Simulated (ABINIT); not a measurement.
# PbS (Galena) (Fm-3m) in ABINIT: convergence with cutoff

Aim: find how far cutoff must go before the results for PbS (Galena) settle, at LDA. This setting moves, with any that are tied to it; all else stays.

Program: ABINIT 10.8.3 (patched build). These are calculated values, not measurements. Logs are shortened: lines on timing, memory, paths and dates and some standing lists are left out, and cuts for length are marked. The log counts tension as positive stress, the text compression.

## Step 1: The crystal as given

The structure is cubic, space group Fm-3m (No. 225). Conventional cell: a = 5.931 Å, b = 5.931 Å, c = 5.931 Å, α = 90.00°, β = 90.00°, γ = 90.00°. Pb (site symmetry m-3m) is surrounded by 6 S at 2.97 Å. S (site symmetry m-3m) is surrounded by 6 Pb at 2.97 Å.

## Step 2: With cutoff 9 Ha

The input, run.abi:

```
pp_dirpath "./"
pseudos "Pb.LDA_PW-JTH.xml, S.LDA_PW-JTH.xml"

acell 3*1.0
rprim
     0.0000000000     5.6044552541     5.6044552541
     5.6044552541     0.0000000000     5.6044552541
     5.6044552541     5.6044552541     0.0000000000
ntypat 2
znucl 82 16
natom 2
typat 1 2
xred
     0.0000000000     0.0000000000     0.0000000000
     0.5000000000     0.5000000000     0.5000000000

ecut 9.0
pawecutdg 57.2

kptopt 1
ngkpt 8 8 8
nshiftk 1
shiftk 0.0 0.0 0.0

ixc 7

nband 14
occopt 4
tsmear 0.05 eV

nstep 100
tolvrs 1.0e-9

iomode 3
prtwf 0
prtden 0
prteig 0
prtebands 0
```

Potentials or basis: JTH PAW LDA v2.0.

The run is started by

```sh
$ abinit run.abi > log 2>&1
```

It took 8.3 s on 1 thread of Arm Neoverse V1, shared host; peak memory 0.1 GiB.

The run converged. Its results:

```
Free energy                                           : -1952.8030 eV
Band gap on the k mesh                                : 0.23 eV, direct
Valence electrons inside the program's atomic spheres : Pb 11.31; S 3.51
```

## Step 3: With cutoff 11 Ha

Edit run.abi of step 2 so:

```diff
@@ -16,3 +16,3 @@
 
-ecut 9.0
+ecut 11.0
 pawecutdg 57.2
```

Potentials or basis: JTH PAW LDA v2.0.

The run is started by

```sh
$ abinit run.abi > log 2>&1
```

Wall time 9.7 s (1 thread of Arm Neoverse V1, shared host); peak memory 0.1 GiB.

It converged, with:

* Free energy: -1953.6066 eV
* Band gap on the k mesh: 0.24 eV, direct
* Valence electrons inside the program's atomic spheres: Pb 11.32; S 3.51

## Step 4: With cutoff 13 Ha

Edit run.abi of step 3 so:

```diff
@@ -16,3 +16,3 @@
 
-ecut 11.0
+ecut 13.0
 pawecutdg 57.2
```

The run is started by

```sh
$ abinit run.abi > log 2>&1
```

Wall time 13 s (1 thread of Arm Neoverse V1, shared host); peak memory 0.1 GiB.

Results (log left out):

| Item | Value |
| --- | --- |
| Free energy | -1953.7412 eV |
| Band gap on the k mesh | 0.23 eV, direct |
| Valence electrons inside the program's atomic spheres | Pb 11.32; S 3.51 |

## Step 5: With cutoff 15.5 Ha

Edit run.abi of step 4 so:

```diff
@@ -16,3 +16,3 @@
 
-ecut 13.0
+ecut 15.5
 pawecutdg 57.2
```

The run is started by

```sh
$ abinit run.abi > log 2>&1
```

Wall time 17 s (1 thread of Arm Neoverse V1, shared host); peak memory 0.11 GiB.

It converged, with:

- Free energy: -1953.7709 eV
- Band gap on the k mesh: 0.23 eV, direct
- Valence electrons inside the program's atomic spheres: Pb 11.32; S 3.51

## Step 6: With cutoff 18.5 Ha

Edit run.abi of step 5 so:

```diff
@@ -16,3 +16,3 @@
 
-ecut 15.5
+ecut 18.5
 pawecutdg 57.2
```

Potentials or basis: JTH PAW LDA v2.0.

The run is started by

```sh
$ abinit run.abi > log 2>&1
```

It took 21 s on 1 thread of Arm Neoverse V1, shared host; peak memory 0.11 GiB.

It converged, with:

```
Free energy                                           : -1953.8712 eV
Band gap on the k mesh                                : 0.23 eV, direct
Valence electrons inside the program's atomic spheres : Pb 11.32; S 3.51
```

## Step 7: With cutoff 22 Ha

Edit run.abi of step 6 so:

```diff
@@ -16,3 +16,3 @@
 
-ecut 18.5
+ecut 22.0
 pawecutdg 57.2
```

The run is started by

```sh
$ abinit run.abi > log 2>&1
```

Wall time 31 s (1 thread of Arm Neoverse V1, shared host); peak memory 0.12 GiB.

Results (log left out):

| Item | Value |
| --- | --- |
| Free energy | -1953.8993 eV |
| Pressure | -2.5 GPa |
| Band gap on the k mesh | 0.23 eV, direct |
| Valence electrons inside the program's atomic spheres | Pb 11.32; S 3.51 |

## Step 8: With cutoff 25.5 Ha

Edit run.abi of step 7 so:

```diff
@@ -16,3 +16,3 @@
 
-ecut 22.0
+ecut 25.5
 pawecutdg 57.2
```

The run is started by

```sh
$ abinit run.abi > log 2>&1
```

Wall time 42 s (1 thread of Arm Neoverse V1, shared host); peak memory 0.13 GiB.

The run converged. Its results:

```
Free energy                                           : -1953.9080 eV
Pressure                                              : -2.8 GPa
Band gap on the k mesh                                : 0.23 eV, direct
Valence electrons inside the program's atomic spheres : Pb 11.32; S 3.51
```

## Step 9: With cutoff 29.5 Ha

Edit run.abi of step 8 so:

```diff
@@ -16,3 +16,3 @@
 
-ecut 25.5
+ecut 29.5
 pawecutdg 57.2
```

Potentials or basis: JTH PAW LDA v2.0.

The run is started by

```sh
$ abinit run.abi > log 2>&1
```

Wall time 45 s (1 thread of Arm Neoverse V1, shared host); peak memory 0.14 GiB.

Results (log left out):

| Property | Result |
| --- | --- |
| Free energy | -1953.9246 eV |
| Pressure | -2.6 GPa |
| Band gap on the k mesh | 0.23 eV, direct |
| Valence electrons inside the program's atomic spheres | Pb 11.32; S 3.51 |

## Step 10: With cutoff 35 Ha

Edit run.abi of step 9 so:

```diff
@@ -16,3 +16,3 @@
 
-ecut 29.5
+ecut 35.0
 pawecutdg 57.2
```

Potentials or basis: JTH PAW LDA v2.0.

The run is started by

```sh
$ abinit run.abi > log 2>&1
```

run.abo:

```text
.Version 10.8.3 of ABINIT
 Symmetries : space group Fm -3 m (#225); Bravais cF (face-center cubic)
================================================================================
 Values of the parameters that define the memory need of the present run
     intxc =       0    ionmov =       0      iscf =      17    lmnmax =      18
     lnmax =       6     mgfft =      45  mpssoang =       3    mqgrid =    3001
     natom =       2  nloc_mem =       2    nspden =       1   nspinor =       1
    nsppol =       1      nsym =      48    n1xccc =       1    ntypat =       2
    occopt =       4   xclevel =       1
       mpw =        3511          nfft =       91125          nkpt =          29
 PAW method is used; the additional fine FFT grid is defined by:
   mgfftf=        54    nfftf =    157464
================================================================================
================================================================================

--------------------------------------------------------------------------------
------------- Echo of variables that govern the present computation ------------
--------------------------------------------------------------------------------
 -outvars: echo values of preprocessed input variables --------
            acell      1.0000000000E+00  1.0000000000E+00  1.0000000000E+00 Bohr
              amu      2.07200000E+02  3.20660000E+01
             ecut      3.50000000E+01 Hartree
              ixc           7
         kptrlatt        8    0    0      0    8    0      0    0    8
          kptrlen      6.34071730E+01
            natom           2
            nband          14
            ngfft          45      45      45
          ngfftdg          54      54      54
             nkpt          29
            nstep         100
             nsym          48
           ntypat           2
           occopt           4
        pawecutdg      5.72000000E+01 Hartree
           prtden           0
        prtebands           0
           prteig           0
            prtwf           0
            rprim      0.0000000000E+00  5.6044552541E+00  5.6044552541E+00
                       5.6044552541E+00  0.0000000000E+00  5.6044552541E+00
                       5.6044552541E+00  5.6044552541E+00  0.0000000000E+00
          spgroup         225
           tolvrs      1.00000000E-09
           tsmear      1.83746611E-03 Hartree
            typat      1  2
           useylm           1
           xangst      0.0000000000E+00  0.0000000000E+00  0.0000000000E+00
                       2.9657499980E+00  2.9657499980E+00  2.9657499980E+00
            xcart      0.0000000000E+00  0.0000000000E+00  0.0000000000E+00
                       5.6044552541E+00  5.6044552541E+00  5.6044552541E+00
             xred      0.0000000000E+00  0.0000000000E+00  0.0000000000E+00
                       5.0000000000E-01  5.0000000000E-01  5.0000000000E-01
            znucl       82.00000   16.00000

================================================================================

 chkinp: Checking input parameters for consistency.

================================================================================
[... 126 lines left out ...]
       0.500000000000      0.500000000000      0.500000000000
 rms dE/dt=  0.0000E+00; max dE/dt=  0.0000E+00; dE/dt below (all hartree)
    1       0.000000000000      0.000000000000      0.000000000000
    2       0.000000000000      0.000000000000      0.000000000000

 cartesian coordinates (angstrom) at end:
    1      0.00000000000000     0.00000000000000     0.00000000000000
    2      2.96574999798330     2.96574999798330     2.96574999798330

 cartesian forces (hartree/bohr) at end:
    1     -0.00000000000000    -0.00000000000000    -0.00000000000000
    2     -0.00000000000000    -0.00000000000000    -0.00000000000000
 frms,max,avg= 0.0000000E+00 0.0000000E+00   0.000E+00  0.000E+00  0.000E+00 h/b

 cartesian forces (eV/Angstrom) at end:
    1     -0.00000000000000    -0.00000000000000    -0.00000000000000
    2     -0.00000000000000    -0.00000000000000    -0.00000000000000
 frms,max,avg= 0.0000000E+00 0.0000000E+00   0.000E+00  0.000E+00  0.000E+00 e/A
 length scales=  1.000000000000  1.000000000000  1.000000000000 bohr
              =  0.529177210544  0.529177210544  0.529177210544 angstroms
 Fermi (or HOMO) energy (hartree) =   0.21954   Average Vxc (hartree)=  -0.35351
 Eigenvalues (hartree) for nkpt=  29  k points:
 kpt#   1, nband= 14, wtk=  0.00195, kpt=  0.0000  0.0000  0.0000 (reduced coord)
  -0.39583   -0.39583   -0.39583   -0.39533   -0.39533   -0.28020   -0.00692    0.13984
   0.13984    0.13984    0.40486    0.40486    0.40486    0.46346
      occupation numbers for kpt#   1
   2.00000    2.00000    2.00000    2.00000    2.00000    2.00000    2.00000    2.00000
   2.00000    2.00000    0.00000    0.00000    0.00000    0.00000
 prteigrs : prtvol=0 or 1, do not print more k-points.

--- !EnergyTerms
iteration_state     : {dtset: 1, }
comment             : Components of total free energy in Hartree
kinetic             :  9.43607297228220E+00
hartree             :  2.01711411011619E+01
xc                  : -6.14424088776752E+00
Ewald energy        : -5.56148220175677E+01
psp_core            :  1.41172111736893E+00
local_psp           : -6.55784817645755E+01
PAW spherical_terms :  2.45131091512436E+01
internal            : -7.18055003278541E+01
'-kT*entropy'       :  1.78891039414374E-06
total_energy        : -7.18054985389437E+01
total_energy_eV     : -1.95392715532842E+03
...

--- !EnergyTermsDC
iteration_state     : {dtset: 1, }
comment             : '"Double-counting" decomposition of free energy'
band_energy         : -3.83030337651021E+00
Ewald energy        : -5.56148220175677E+01
psp_core            :  1.41172111736893E+00
xc_dc               : -1.98753897542475E+01
PAW spherical_terms :  6.10329097758786E+00
internal            : -7.18055030533686E+01
'-kT*entropy'       :  1.78891039414374E-06
total_energy_dc     : -7.18055012644582E+01
total_energy_dc_eV  : -1.95392722949345E+03
...

--- !EnergyTermsWithPAWCore
iteration_state     : {dtset: 1, }
comment             : 'Components of total free energy, including PAW core contributions'
Total energy        : -2.12688917879781E+04
Total energy DC     : -2.12688917907036E+04
Total energy (eV)   : -5.78756029466645E+05
Total energy DC (eV): -5.78756029540810E+05
...

 Cartesian components of stress tensor (hartree/bohr^3)
  sigma(1 1)=  8.75077004E-05  sigma(3 2)=  0.00000000E+00
  sigma(2 2)=  8.75077004E-05  sigma(3 1)=  0.00000000E+00
  sigma(3 3)=  8.75077004E-05  sigma(2 1)=  0.00000000E+00

-Cartesian components of stress tensor (GPa)         [Pressure= -2.5746E+00 GPa]
- sigma(1 1)=  2.57456543E+00  sigma(3 2)=  0.00000000E+00
- sigma(2 2)=  2.57456543E+00  sigma(3 1)=  0.00000000E+00
- sigma(3 3)=  2.57456543E+00  sigma(2 1)=  0.00000000E+00

== END DATASET(S) ==============================================================
================================================================================

 -outvars: echo values of variables after computation  --------
            acell      1.0000000000E+00  1.0000000000E+00  1.0000000000E+00 Bohr
           etotal     -7.1805501264E+01
            fcart     -0.0000000000E+00 -0.0000000000E+00 -0.0000000000E+00
                      -0.0000000000E+00 -0.0000000000E+00 -0.0000000000E+00
            rprim      0.0000000000E+00  5.6044552541E+00  5.6044552541E+00
                       5.6044552541E+00  0.0000000000E+00  5.6044552541E+00
                       5.6044552541E+00  5.6044552541E+00  0.0000000000E+00
           strten      8.7507700429E-05  8.7507700429E-05  8.7507700429E-05
                       0.0000000000E+00  0.0000000000E+00  0.0000000000E+00
           xangst      0.0000000000E+00  0.0000000000E+00  0.0000000000E+00
                       2.9657499980E+00  2.9657499980E+00  2.9657499980E+00
             xred      0.0000000000E+00  0.0000000000E+00  0.0000000000E+00
                       5.0000000000E-01  5.0000000000E-01  5.0000000000E-01
 Calculation completed.
```

It took 68 s on 1 thread of Arm Neoverse V1, shared host; peak memory 0.16 GiB.

Results:

```
Free energy                                           : -1953.9272 eV
Pressure                                              : -2.6 GPa
Band gap on the k mesh                                : 0.23 eV, direct
Valence electrons inside the program's atomic spheres : Pb 11.32; S 3.51
```

## Step 11: Result

```
 cutoff  energy less the tightest run (meV/atom)  gap on the mesh (eV)  SCF cycles  CPU time (s)  peak memory (GiB)
   9 Ha                                   562.09                 0.235          12           8.2                0.1
  11 Ha                                   160.33                 0.237          13           9.7                0.1
  13 Ha                                    93.00                 0.234          13            13                0.1
15.5 Ha                                    78.18                 0.231          13            17               0.11
18.5 Ha                                    28.04                 0.230          14            21               0.11
  22 Ha                                    13.99                 0.229          15            31               0.12
25.5 Ha                                     9.59                 0.229          16            42               0.13
29.5 Ha                                     1.33                 0.229          16            45               0.14
  35 Ha                                     0.00                 0.229          17            68               0.16
```

Against the tightest run, the gap on the mesh stays within 0.01 eV from 9 Ha on. Not settled before the last step: the energy (to 1 meV/atom). The tightest run that finished is the yardstick and may itself not be fully converged.

Caveats: spin-orbit coupling is left out, which as a rule narrows the gap of such compounds by several tenths of an eV.
